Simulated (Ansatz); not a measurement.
**Fe under changes of volume**

One of the cells (12.019 Å³/atom); the others are scaled copies at fixed shape and fractional positions:

```
CELL_PARAMETERS angstrom
-1.44300 1.44300 1.44300
1.44300 -1.44300 1.44300
1.44300 1.44300 -1.44300
ATOMIC_POSITIONS crystal
Fe 0.00000 0.00000 0.00000
```

```yaml
Program: Ansatz 0.2.0
Functional: Slater exchange only
Potentials_or_basis: all-electron LAPW, point nuclei
Cutoff: 280 eV (chosen from the basis error)
Basis_error_allowed: 0.002 eV/atom
k_mesh: 10 × 10 × 10
Occupations: fermi-dirac, width 0.05 eV
Spin: non-collinear spin, random start, spin-orbit coupling
Starting_moments: "[[2.718, -1.834, -0.069]] μB"
```

```tsv
volume (Å³/atom)	energy over the lowest point (meV/atom)	pressure (GPa)	moment (μB per cell)
11.298	0.00	-3.7	2.18
11.538	8.22	-6.7	2.25
11.778	20.18	-8.9	2.33
12.019	35.79	-10.1	2.43
12.259	50.36	-9.3	2.60
12.499	64.46	-11.1	2.66
12.740	?	?	?
```

Q: What does the run at 12.740 Å³/atom give?

A: Energy over the lowest point 82.63 meV/atom; pressure -13.4 GPa; moment 2.68 μB per cell.

Worked out: A Birch-Murnaghan fit of order 3 (a polynomial in V^(-2/3)) to the other rows has its minimum at 11.16 Å³/atom, just outside them, with B0 = V·E''(V) = 285 GPa (rough, since the energies scatter). It gives 75.84 meV/atom at 12.740 Å³/atom, against the run's 82.63, and -dE/dV = -6.5 GPa, against -13.4. A parabola through the other rows of the moment, of slope 0.584 μB per Å³/atom there, extrapolates to 2.82 μB, against the run's 2.68.

Energies are extrapolated to zero smearing.

Caveats: the k mesh is thin for a metal, which can move the energy by tens of meV per atom; the magnetic state may not be the lowest.
